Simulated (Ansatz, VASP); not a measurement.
## EuS: VASP beside Ansatz

```xyz
2
Lattice="0.0000 2.9785 2.9785 2.9785 0.0000 2.9785 2.9785 2.9785 0.0000" Properties=species:S:1:pos:R:3 pbc="T T T"
Eu    0.0000    0.0000    0.0000
S     2.9785    2.9785    2.9785
```

Alike in both runs: task relaxation of cell and atoms; functional BLYP; k mesh 8 × 8 × 8; occupations fermi-dirac, width 0.05 eV; collinear spin, ferromagnetic start.

|  | VASP | Ansatz |
| --- | --- | --- |
| version | VASP 6.6.1 | Ansatz 0.2.0 |
| potentials or method | VASP PAW PBE potentials, release 64 (Eu, S) | Ansatz PAW |
| plane-wave cutoff (eV) | 600 | 420 |
| valence electrons in the cell | 23 | 23 |

VASP gave:

```
net moment per atom (μB)                                      : 3.49
size of the moment on the site where the two differ most (μB) : 6.62
relaxed volume (Å³/atom)                                      : 26.77
relaxed cell length with the largest relative difference (Å)  : 4.230
```

**Question.** What did Ansatz give for the same quantities?

**Answer.** net moment per atom (μB): 3.49; size of the moment on the site where the two differ most (μB): 6.78; relaxed volume (Å³/atom): 26.82; relaxed cell length with the largest relative difference (Å): 4.233.

Site moments also hang on the region over which each program counts them.

Caveats: a cell with one magnetic atom can't hold antiferromagnetic order, which such compounds often take; without U or exact exchange the open f shell lies at the Fermi level, which spoils levels, moments and volumes; the PAW data sets were made with another functional, which shifts forces and pressure a little (VASP); the plane-wave basis is chosen anew once the cell has moved, so the energies of steps on either side of that aren't comparable (Ansatz); the PAW data sets come from PBE, with cores solved anew for the run's functional, which leaves a small shift of forces and pressure (Ansatz). The state reached can hang on the start; a lower one may exist. BLYP gives volumes clearly too large for solids.
